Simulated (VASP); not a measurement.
Crystal: NaCl.

```xyz
2
Lattice="0.0000 2.7941 2.7941 2.7941 0.0000 2.7941 2.7941 2.7941 0.0000" Properties=species:S:1:pos:R:3 pbc="T T T"
Cl    2.7941    2.7941    2.7941
Na    0.0000    0.0000    0.0000
```

The cell is a database's computed one.

Base run:

```yaml
Program: VASP 6.6.1
Functional: HSE06
Potentials_or_basis: VASP PAW PBE potentials, release 64 (Cl, Na_pv)
Cutoff: 520 eV
k_mesh: 6 × 6 × 6
Occupations: gaussian, width 0.02 eV
Spin: no spin polarisation
```

Its results: band gap on the k mesh 6.61 eV, direct; pressure 1.0 GPa.

Question: The run is repeated on the same cell with these changes: functional from HSE06 to HSE03. What comes out?

Answer: Band gap on the k mesh 6.35 eV, direct; pressure 1.0 GPa.

Caveats: the PAW data sets were made with another functional, which shifts forces and pressure a little.
